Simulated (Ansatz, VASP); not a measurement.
KCl in VASP and in Ansatz

INCAR

```
SYSTEM = KCl
PREC = Accurate
ENCUT = 520
EDIFF = 1E-6
ISMEAR = -1
SIGMA = 0.05
LREAL = .False.
LASPH = .True.
NELM = 80
ALGO = Normal
ISIF = 2
LWAVE = .False.
LCHARG = .False.
GGA = PE
NBANDS = 15
```

The input KPOINTS:

```
Automatic mesh
0
Gamma
  7 7 7
  0 0 0
```

Contents of POSCAR:

```
KCl
1.0
    3.8646218801      0.0000000000      0.0000000000
    0.0000000000      3.8646218801      0.0000000000
    0.0000000000      0.0000000000      3.8646218801
K Cl
1 1
Direct
    0.0000000000      0.0000000000      0.0000000000
    0.5000000000      0.5000000000      0.5000000000
```

Contents of input.yaml:

```yaml
crystal:
  lattice:
    - [3.8646218801, 0.0, 0.0]
    - [0.0, 3.8646218801, 0.0]
    - [0.0, 0.0, 3.8646218801]
  atoms:
    - { symbol: K, position: [0.0, 0.0, 0.0] }
    - { symbol: Cl, position: [0.5, 0.5, 0.5] }
kpoints:
  mp_grid: { grid: [7, 7, 7] }
scf:
  occupations: { method: fermi_dirac, width: 0.05 }
hamiltonian:
  xc: pbe
  pseudopotentials: { kind: all_electron, lapw: { basis_error: 0.0005 } }
output:
  forces: true
  stress: true
  eigenvalues: true
```

Change from the starting cell: volume scaled by 1.02.

Alike in both runs: task single point; functional PBE; k mesh 7 × 7 × 7; occupations fermi-dirac, width 0.05 eV; no spin polarisation.

|  | VASP | Ansatz |
| --- | --- | --- |
| version | VASP 6.6.1 | Ansatz 0.2.0 |
| potentials or method | VASP PAW PBE potentials, release 64 (K_sv, Cl) | all-electron LAPW, scalar-relativistic |
| plane-wave cutoff (eV) | 520 | see its input |

```tsv
	VASP	Ansatz	Ansatz less VASP
gap on the k mesh at the Fermi level (eV)	4.74	4.74	0.000
least direct gap on the mesh (eV)	4.91	4.91	0.000
pressure (GPa)	-0.4	-0.4	-0.01
```

Ansatz ran all-electron here, so the differences hold the error of VASP's frozen core and of both bases.

Caveats: an odd mesh through Γ misses points on the zone boundary, where band edges often lie.
